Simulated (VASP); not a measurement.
Here is a VASP 6.6.1 calculation.

INCAR

```
ALGO = Normal
DIPOL = 0.5 0.5 0.500
EDIFF = 1E-6
EDIFFG = -0.005
ENCUT = 520
GGA = PE
IBRION = 2
IDIPOL = 3
ISIF = 2
ISMEAR = 0
IVDW = 4
LASPH = T
LCHARG = F
LDIPOL = T
LREAL = F
LWAVE = F
NELM = 60
NSW = 60
PREC = Accurate
SIGMA = 0.05
```

Contents of KPOINTS:

```
k-points
0
Gamma
  6 6 1
```

The input POSCAR:

```
K
1.0
    4.5345090142      0.0000000000      0.0000000000
   -1.5115030047      4.2751760977      0.0000000000
    0.0000000000      0.0000000000     22.4048222126
K
3
Selective dynamics
Direct
    0.5000000000      0.5000000000      0.3347493646  F F F
    0.0000000000      0.0000000000      0.5000000000  T T T
    0.5000000000      0.5000000000      0.6652506354  T T T
```

Potentials or basis: VASP PAW PBE potentials, release 64 (K_sv).

Command:

```sh
$ cat potpaw_PBE.64/K_sv/POTCAR > POTCAR
$ mpirun -np 1 vasp_std > vasp.out
```

Task: What does it give for the band gap on the k mesh?

Result: None (metal or under the smearing width).

Task: What does it give for the dispersion energy per atom?

Result: -0.074 eV.

Final structure:
```
K
1.0
     4.53451    0.00000    0.00000
    -1.51150    4.27518    0.00000
     0.00000    0.00000   22.40482
K
3
Direct
  0.50000 0.50000 0.33475
  0.00000 0.00000 0.50000
  0.50000 0.50000 0.66525
```

Caveat: the relaxation stopped at its first step, so nothing moved.
